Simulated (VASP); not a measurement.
A run of VASP 6.6.1:

File INCAR:

```
ALGO = Normal
EDIFF = 1E-7
EDIFFG = -0.005
ENCUT = 600
GGA = PS
IBRION = 2
ISIF = 3
ISMEAR = 0
LASPH = T
LCHARG = F
LREAL = F
LWAVE = F
NELM = 80
NSW = 90
PREC = Accurate
SIGMA = 0.03
```

The input KPOINTS:

```
k-points
0
Gamma
  8 8 8
```

Contents of POSCAR:

```
CuI                                     
1.0
   -0.0000000000      2.9729987622      2.9729987622
    2.9729987622      0.0000000000      2.9729987622
    2.9729987622      2.9729987622     -0.0000000000
  Cu              I             
     1     1
Direct
     0.2500000000000000    0.2500000000000000    0.2500000000000000
     0.0000000000000000    0.0000000000000000    0.0000000000000000
```

Potentials or basis: VASP PAW PBE potentials, release 64 (Cu, I).

The run is started by

```sh
$ cat potpaw_PBE.64/Cu/POTCAR potpaw_PBE.64/I/POTCAR > POTCAR
$ mpirun -np 1 vasp_std > vasp.out
```

Hardware: 1 thread of Intel(R) Xeon(R) 6975P-C (Granite Rapids), with other jobs on the host.

Problem. Estimate the wall time of this run.

Solution. It took 19 s on 1 thread of Intel(R) Xeon(R) 6975P-C (Granite Rapids), on a shared host, peak memory 0.21 GiB. Counts: scf iterations 18, k points 29, ion steps 1.
